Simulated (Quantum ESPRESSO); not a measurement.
Al2O3 (Corundum) under changes of volume

One of the cells (8.502 Å³/atom); the others are scaled copies at fixed shape and fractional positions:

```
Al O
1.0
     2.38025    1.37424    4.33187
    -2.38025    1.37424    4.33187
     0.00000   -2.74848    4.33187
Al O
4 6
Direct
  0.85216 0.85216 0.85216
  0.64784 0.64784 0.64784
  0.14784 0.14784 0.14784
  0.35216 0.35216 0.35216
  0.05668 0.75000 0.44332
  0.75000 0.44332 0.05668
  0.44332 0.05668 0.75000
  0.94332 0.25000 0.55668
  0.25000 0.55668 0.94332
  0.55668 0.94332 0.25000
```

| Item | Value |
| --- | --- |
| Program | Quantum ESPRESSO 7.5 |
| Functional | PBE |
| Potentials or basis | SSSP 1.3 efficiency PBE |
| Cutoff | 748 eV |
| Density cutoff | 5987 eV |
| k mesh | 7 × 7 × 7 |
| Occupations | fermi-dirac, width 0.05 eV |
| Spin | no spin polarisation |

| volume (Å³/atom) | energy over the lowest point (meV/atom) | pressure (GPa) | gap on the mesh (eV) | largest force (eV/Å) |
| --- | --- | --- | --- | --- |
| 7.992 | 59.99 | 26.2 | 7.01 | 0.096 |
| 8.162 | 35.49 | 19.5 | 6.73 | 0.079 |
| 8.332 | 17.86 | 13.3 | 6.47 | 0.062 |
| 8.502 | 6.45 | 7.7 | 6.21 | 0.047 |
| 8.672 | 0.68 | 2.7 | 5.96 | 0.058 |
| 8.842 | 0.00 | -1.9 | 5.72 | 0.074 |
| 9.012 | ? | ? | ? | ? |

**Question.** What does the run at 9.012 Å³/atom give?

**Answer.** Energy over the lowest point 3.95 meV/atom; pressure -6.0 GPa; gap on the mesh 5.49 eV; largest force 0.088 eV/Å.

Worked out: A Birch-Murnaghan fit of order 3 (a polynomial in V^(-2/3)) to the other rows has its minimum at 8.78 Å³/atom with B0 = V·E''(V) = 233 GPa and B' = 4.1 at fixed shape and positions, which overstates the stiffness. It gives 3.95 meV/atom at 9.012 Å³/atom, against the run's 3.95, and -dE/dV = -5.8 GPa, against -6.0. A straight line through the other rows of the gap, of slope -12.8 eV per unit of ln V (its deformation potential), extrapolates to 5.47 eV, against the run's 5.49.

Energies are extrapolated to zero smearing.

Caveats: an odd mesh through Γ misses points on the zone boundary, where band edges often lie.
